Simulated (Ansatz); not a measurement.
We consider α-quartz-type GeO₂ (metastable phase), described by r²SCAN-D4 (Ansatz, a program for electronic structure, plane waves, PAW).

Run with plane-wave cutoff 560 eV, 12×12×6 k mesh (along the axes of the cell as run), Fermi–Dirac smearing 0.01 eV, scalar-relativistic PAW data made under PBE.

On both sides of the equilibrium volume: at 13.053 Å³/atom the pressure is 0.86 GPa and the direct gap at Γ 4.317 eV; at 13.585 Å³/atom they are -0.79 GPa and 4.280 eV. The fitted bulk modulus is 41.5 GPa.

Q: Work out the volume deformation potential of this gap and its pressure coefficient, in two ways.

A: a_V = dE_g/d ln V = (4.280 − 4.317)/ln(13.585/13.053) = -0.93 eV. Since dP = −B d ln V, dE_g/dP = −a_V/B = 22 meV/GPa. Straight from the pressures: (4.317 − 4.280)/(0.86 − (-0.79)) = 22 meV/GPa. At this level and over this range the gap at Γ widens under pressure.

Spin–orbit coupling is not included.

Note: the bulk modulus comes from volumes at which shape and atoms were relaxed.
